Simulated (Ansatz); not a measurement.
**CsI (CsCl-type structure)**

The computed numbers are results of PBE, scalar-relativistic (no spin polarisation) in the plane-wave PAW code Ansatz at 420 eV, 8×8×8 k-mesh, Gaussian smearing of 0.05 eV; PAW files: Ansatz's generated set soft_2.

```yaml
crystal:
  lattice:
    - [4.66547, 0.00000, 0.00000]
    - [0.00000, 4.66547, 0.00000]
    - [0.00000, 0.00000, 4.66547]
  atoms:
    - { symbol: Cs, position: [0.00000, 0.00000, 0.00000] }
    - { symbol: I, position: [0.50000, 0.50000, 0.50000] }
```

The start was a prototype's sites filled with these elements; the Crystallography Open Database holds the compound in this structure.

The cell is relaxed to zero pressure at this level.

Path: Γ–X–M–Γ–R–X | R–M, with Γ = (0.000, 0.000, 0.000), X = (0.000, 0.500, 0.000), M = (0.500, 0.500, 0.000), R = (0.500, 0.500, 0.500) in reciprocal vectors of the calculation's cell.

Bands as a text map, energy in eV from the Fermi level (dashes), each leg drawn with the same width:
```
  3.71 |    **    *       *     *      ***       *   
  3.43 |      **** *    **                **    * *  
  3.14 |   ***    * **** ***   *                   **
  2.86 |  * *      *    *  *   *                 *   
  2.57 |****        ** *   ****                   ** 
  2.29 |  *           *       *                     *
  2.00 | *                  *                        
  1.71 |*                    *                       
  1.43 |                                             
  1.14 |                                             
  0.86 |                                             
  0.57 |                                             
  0.29 |                                             
  0.00 |---------------------------------------------
 -0.29 |                                             
 -0.57 |                                             
 -0.86 |                                             
 -1.14 |                                             
 -1.43 |                                             
 -1.71 |             **                             *
 -2.00 |*************  ********          ***      ** 
 -2.29 |  *      **       **   **      ***       *   
 -2.57 |   *       ********     ***   ***       * ***
 -2.86 |    *      **   **        *******   ******   
 -3.14 |     ******                      ***         
 -3.43 |                                             
 -3.71 |                                             
 -4.00 |                                             
        Γ      X      M      Γ      R      XR       M
```

(1) By these bands, is it a metal or an insulator, and if it has a gap, where are the band edges on this path?

Answer:

(1) An insulator with a gap of 3.69 eV on the path, the valence band topping at M and the conduction band bottoming at Γ; the smallest direct gap is 3.78 eV.

Formal charges Cs⁺, I⁻ balance and leave closed shells on every ion, so a band insulator is expected, and the gap is 3.69 eV.

Within 0.6 eV of the edges the projected states are 99 % I 5p at the top of the valence band and 78 % Cs 6s at the bottom of the conduction band. Crossing the gap moves an electron from the anion's filled p shell to the metal's empty orbitals, as in ionic insulators.

Semilocal functionals underestimate band gaps, commonly by a third or more. No spin–orbit coupling, a notable omission for heavy elements. The relaxed cell is 7 % larger in volume than the cell of this structure in the Crystallography Open Database (47.62 Å³/atom, 1963).
